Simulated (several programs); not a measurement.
# MgS (CsCl type) from semi-empirical methods to plane-wave DFT

MgS (CsCl type), relaxed with r2SCAN in Ansatz, was computed with several methods. Space group Pm-3m (No. 221), cubic; a = 3.263 Å in the conventional setting, 17.37 Å³ an atom. Mg has 8 S at 2.83 Å; S has 8 Mg at 2.83 Å. All values are calculated for a non-magnetic cell, which may be hypothetical.

```yaml
crystal:
  lattice:
    - [3.26282, 0.00000, 0.00000]
    - [0.00000, 3.26282, 0.00000]
    - [0.00000, 0.00000, 3.26282]
  atoms:
    - { symbol: Mg, position: [0.00000, 0.00000, 0.00000] }
    - { symbol: S, position: [0.50000, 0.50000, 0.50000] }
```

Gaps and times are for a single point on this cell; volume and bulk modulus come from each method's own relaxation or energy curve at fixed shape. Times are rough, from shared hosts (Arm Neoverse V1), and each method has its own mesh and cell size. PM6 (MOPAC), PM7 (MOPAC), GFN1-xTB (tblite), GFN2-xTB (tblite) treat a cluster of cells at its zone centre, which samples few k points: where these miss a band edge, the gap comes out too large for that reason alone. Gaps from k meshes are read at a limited set of points (mesh, symmetry points, PBE's band edges), so each method's own least gap may be somewhat smaller. xTB and the PM methods were fitted mostly to molecules, and can miss a solid's gap by electronvolts. Minimal bases can be far off for gaps. Times of the plane-wave ladder aren't listed, since it ran on unlike processors and cards. d marks a direct gap, i an indirect one (no mark: not told apart), a dash a value that wasn't computed or didn't pass its checks.

```json
{"method": "PBEsol", "kind": "semilocal", "gap (eV)": "–", "own volume (Å³/atom)": "17.08", "bulk modulus (GPa)": "–", "atoms computed": "2", "processor time": "–"}
{"method": "light PBE (260 eV and a coarse mesh)", "kind": "light plane-wave", "gap (eV)": "overlap 0.30", "own volume (Å³/atom)": "–", "bulk modulus (GPa)": "–", "atoms computed": "2", "processor time": "0.54 s"}
{"method": "LDA", "kind": "semilocal", "gap (eV)": "overlap 0.41", "own volume (Å³/atom)": "16.58", "bulk modulus (GPa)": "–", "atoms computed": "2", "processor time": "–"}
{"method": "PBE", "kind": "semilocal", "gap (eV)": "overlap 0.35", "own volume (Å³/atom)": "17.55", "bulk modulus (GPa)": "67", "atoms computed": "2", "processor time": "–"}
{"method": "r2SCAN", "kind": "semilocal", "gap (eV)": "0.09 i", "own volume (Å³/atom)": "17.37", "bulk modulus (GPa)": "75", "atoms computed": "2", "processor time": "–"}
{"method": "GFN1-xTB (tblite)", "kind": "tight binding", "gap (eV)": "0", "own volume (Å³/atom)": "17.26", "bulk modulus (GPa)": "73", "atoms computed": "cluster", "processor time": "3.4 s"}
{"method": "PBE/DZVP (CP2K)", "kind": "small basis", "gap (eV)": "overlap 0.26", "own volume (Å³/atom)": "18.12", "bulk modulus (GPa)": "69", "atoms computed": "2", "processor time": "6 s"}
{"method": "PBE/SZV (CP2K)", "kind": "small basis", "gap (eV)": "overlap 0.46", "own volume (Å³/atom)": "–", "bulk modulus (GPa)": "–", "atoms computed": "2", "processor time": "6.1 s"}
{"method": "GFN2-xTB (tblite)", "kind": "tight binding", "gap (eV)": "0", "own volume (Å³/atom)": "–", "bulk modulus (GPa)": "–", "atoms computed": "cluster", "processor time": "7.3 s"}
{"method": "PBE/single zeta (GPAW)", "kind": "small basis", "gap (eV)": "overlap 0.27", "own volume (Å³/atom)": "–", "bulk modulus (GPa)": "–", "atoms computed": "2", "processor time": "18 s"}
{"method": "HSE06", "kind": "hybrid", "gap (eV)": "0.08 d", "own volume (Å³/atom)": "17.27", "bulk modulus (GPa)": "–", "atoms computed": "2", "processor time": "–"}
{"method": "PM7 (MOPAC)", "kind": "semi-empirical", "gap (eV)": "2.95", "own volume (Å³/atom)": "–", "bulk modulus (GPa)": "–", "atoms computed": "cluster", "processor time": "47 s"}
{"method": "PM6 (MOPAC)", "kind": "semi-empirical", "gap (eV)": "3.08", "own volume (Å³/atom)": "–", "bulk modulus (GPa)": "–", "atoms computed": "cluster", "processor time": "56 s"}
```

Volumes against r2SCAN's: PBEsol -1.7 %, LDA -4.5 %, PBE +1.0 %, GFN1-xTB (tblite) -0.6 %, PBE/DZVP (CP2K) +4.3 %, HSE06 -0.6 %.

With PBE the bands overlap or touch, or nearly. Semilocal functionals can close a real gap, so this doesn't show a metal; small gaps of other methods may in turn close between the points read or with spin-orbit coupling, and the solid may be a semimetal.
